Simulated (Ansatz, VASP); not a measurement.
Pd in VASP and in Ansatz

Contents of INCAR:

```
SYSTEM = Pd
ALGO = Normal ; EDIFF = 1E-6
ENCUT = 520 ; GGA = PE
ISIF = 2 ; ISMEAR = -1
LASPH = .TRUE. ; LCHARG = .FALSE.
LREAL = .FALSE. ; LWAVE = .FALSE.
NBANDS = 11 ; NELM = 60
PREC = Accurate ; SIGMA = 0.08
```

The input KPOINTS:

```
k-points
0
G
  16 16 15
  0 0 0
```

POSCAR

```
Pd
1.0
    2.4702350603      0.0000000000      0.0000000000
   -1.2351175302      2.1392863156      0.0000000000
    0.0000000000      0.0000000000      2.3893727006
Pd
1
Direct
    0.0000000000      0.0000000000      0.0000000000
```

Input for Ansatz:

```yaml
crystal:
  lattice:
    - [2.4702350603, 0.0, 0.0]
    - [-1.2351175302, 2.1392863156, 0.0]
    - [0.0, 0.0, 2.3893727006]
  atoms:
    - { symbol: Pd, position: [0.0, 0.0, 0.0] }
kpoints:
  mp_grid: { grid: [16, 16, 15] }
scf:
  occupations: { method: fermi_dirac, width: 0.08 }
hamiltonian:
  xc: pbe
  pseudopotentials: { kind: all_electron, lapw: { basis_error: 0.001 } }
output:
  forces: true
  stress: true
  eigenvalues: true
  populations: true
```

Change from the starting cell: volume scaled by 0.76, LAPW.

Alike in both runs: task single point; functional PBE; k mesh 16 × 16 × 15; occupations fermi-dirac, width 0.08 eV; no spin polarisation.

|  | VASP | Ansatz |
| --- | --- | --- |
| version | VASP 6.6.1 | Ansatz 0.2.0 |
| potentials or method | VASP PAW PBE potentials, release 64 (Pd) | all-electron LAPW, scalar-relativistic |
| plane-wave cutoff (eV) | 520 | see its input |

VASP gave:

```
pressure (GPa)                                  : 80.3
largest component of the traceless stress (GPa) : 0.26
```

Question: Estimate Ansatz's values.

Answer: Pressure (GPa): 81.4; largest component of the traceless stress (GPa): 0.07.

Ansatz ran all-electron here, so the differences hold the error of VASP's frozen core and of both bases.

Caveats: the cell as given lies far from equilibrium; so large a pressure means that the cell lies far from this level's equilibrium, or that cutoff or potentials fall short (VASP).
